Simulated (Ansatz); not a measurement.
# AlNi: further runs on the relaxed cell

An exercise on one series of results from a longer session: the logs are not shown, and one member is left open.

Method: DFT r2SCAN, scalar-relativistic, plane waves, PAW, in Ansatz 0.2.0.

1 further run of the same task is left out (set aside as unsound or not needed).

**Starting point**

Symmetry: P4/mmm, No. 123, tetragonal system. Conventional cell: a = 2.860 Å, b = 2.860 Å, c = 2.870 Å, α = 90.00°, β = 90.00°, γ = 90.00°. Al (site symmetry 4/mmm) has 8 Ni at 2.48 Å as nearest neighbours. Around Ni (site symmetry 4/mmm) lie 8 Al at 2.48 Å.

Coordinates:

```xyz
2
Lattice="2.0224 -2.0222 0.0000 2.0224 2.0222 0.0000 0.0000 0.0000 2.8700" Properties=species:S:1:pos:R:3 pbc="T T T"
Al    0.0000    0.0000    0.0000
Ni    2.0224    0.0000    1.4350
```

It goes back to an entry of the Materials Project, which need not be the stable form.

It is the result of an earlier relaxation at this level (volume 11.74 Å³/atom; gap on the mesh: none (metal)).

Set-up of the first run:

input.yaml

```yaml
crystal:
  lattice:
    - [2.022387547, -2.022167299, 0.0]
    - [2.022387547, 2.022167299, 0.0]
    - [0.0, 0.0, 2.8700173234]
  atoms:
    - { symbol: Al, position: [0.0, 0.0, 0.0] }
    - { symbol: Ni, position: [0.5, 0.5, 0.5] }
basis:
  ecutwfc: 500
kpoints:
  mp_grid: { grid: [16, 16, 14] }
  band_path:
    path:
      - [[0.0, 0.0, 0.0], [0.0, 0.5, 0.0], [0.5, 0.50005445, 0.0], [0.0, 0.0, 0.0], [0.0, 0.0, 0.5], [0.0, 0.5, 0.5], [0.5, 0.50005445, 0.5], [0.0, 0.0, 0.5]]
      - [[0.0, 0.5, 0.0], [0.0, 0.5, 0.5]]
      - [[0.5, 0.50005445, 0.0], [0.5, 0.50005445, 0.5]]
    npoints: 14
hamiltonian:
  xc: r2scan
scf:
  occupations: { method: gaussian, width: 0.1 }
  n_extra_bands: 6
output:
  forces: true
  stress: true
  eigenvalues: true
  populations: true
  dos: { projected: true, de: 0.02, nscf_kmesh: { grid: [24, 24, 21] } }
  bader: true
```

On the command line:

```console
> ansatz run input.yaml --threads 1 --pin off --max-ram 2560MiB --backend cpu --events-out ev --progress --plain --runs-dir out
```

Among the steps run: Static run: bands, density of states and charges; The cell as listed, for comparison; The cell scaled to 0.97 of its volume; Volume × 1.03; Point at V/V0 = 0.94; Volume × 1.06; The cell scaled to 0.91 of its volume; The cell scaled to 1.10 of its volume; The cell scaled to 0.88 of its volume.

One of the session's tables, all rows but one given; the rest of the session is left out.

It belongs to the step «Energy against volume». 

```
volume (Å³/atom)  energy above the lowest point (meV/atom)  pressure (GPa)
          10.329                                     116.3           29.65
          10.681                                      61.7           20.36
          11.033                                      25.9           12.45
          11.385                                       6.1            5.72
          11.737                                       0.0           -0.02
          12.089                                       5.6           -4.92
          12.441                                         ?               ?
          12.911                                      54.8          -13.72
```

Estimate the missing values for volume (Å³/atom) = 12.441.

Worked estimate for «energy above the lowest point (meV/atom)». A straight line through the neighbours (12.089, 5.6) and (12.911, 54.8) gives 5.6 + (54.8 − 5.6) × (12.441 − 12.089) / (12.911 − 12.089) = 26.7; a parabola fitted to 3 rows on both sides gives 20.5.

The run gave: energy above the lowest point (meV/atom): 21.1; pressure (GPa): -9.09. In «energy above the lowest point (meV/atom)» the line misses by +5.6 and the parabola by -0.6.

Limits of these values: Spin polarisation is off in the runs that give these values; a magnetic solution could lie lower. Warnings in the runs' records: near symmetry operations not taken.
